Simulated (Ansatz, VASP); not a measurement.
**Ag in VASP and in Ansatz**

File INCAR:

```
PREC = Accurate ; ENCUT = 520
EDIFF = 1E-7 ; ISMEAR = -1
SIGMA = 0.01 ; LREAL = False
LASPH = True ; NELM = 150
ALGO = Normal ; ISIF = 2
LWAVE = False ; LCHARG = False
MAGMOM = 0 0 0 ; LORBIT = 11
LSORBIT = True ; GGA_COMPAT = False
LORBMOM = True ; LMAXMIX = 4
GGA = RE ; IVDW = 12
NBANDS = 22
```

File KPOINTS:

```
regular mesh
0
Gamma
  8 8 8
```

POSCAR

```
Ag
1.0
    0.0000000000      2.0696313722      2.0696313722
    2.0696313722      0.0000000000      2.0696313722
    2.0696313722      2.0696313722      0.0000000000
Ag
1
Direct
    0.0000000000      0.0000000000      0.0000000000
```

Contents of input.yaml:

```yaml
crystal:
  lattice:
    - [0.0, 2.0696313722, 2.0696313722]
    - [2.0696313722, 0.0, 2.0696313722]
    - [2.0696313722, 2.0696313722, 0.0]
  atoms:
    - { symbol: Ag, position: [0.0, 0.0, 0.0] }
kpoints:
  mp_grid: { grid: [8, 8, 8] }
scf:
  occupations: { method: fermi_dirac, width: 0.01 }
hamiltonian:
  xc: revpbe
  dispersion: d3bj
  pseudopotentials: { kind: all_electron, lapw: { basis_error: 0.0005 } }
magnetization:
  noncollinear: true
  spin_orbit: true
output:
  forces: true
  stress: true
  eigenvalues: true
```

Change from the starting cell: volume scaled by 1.04.

Alike in both runs: task single point; functional revPBE; dispersion D3(BJ); k mesh 8 × 8 × 8; occupations fermi-dirac, width 0.01 eV; non-collinear spin, spin-orbit coupling.

```csv
,VASP,Ansatz
version,VASP 6.6.1,Ansatz 0.2.0
potentials or method,"VASP PAW PBE potentials, release 64 (Ag)","all-electron LAPW, relativistic spinors"
plane-wave cutoff (eV),520,see its input
```

```tsv
	VASP	Ansatz	Ansatz less VASP
gap on the k mesh at the Fermi level (eV)	none	none	-
pressure (GPa)	-6.4	-6.4	+0.04
net moment per atom (μB)	0.00	0.00	0.000
dispersion energy (meV/atom)	-1081.7	-1081.9	-0.14
```

A gap of «none» marks a metal or a gap that the smearing closes. Ansatz ran all-electron here, so the differences hold the error of VASP's frozen core and of both bases.

Caveats: the PAW data sets were made with another functional, which shifts forces and pressure a little (VASP); the k mesh is thin for a metal, which can move the energy by tens of meV per atom (Ansatz); pairwise dispersion overbinds metals, which lowers pressure and volume (Ansatz).
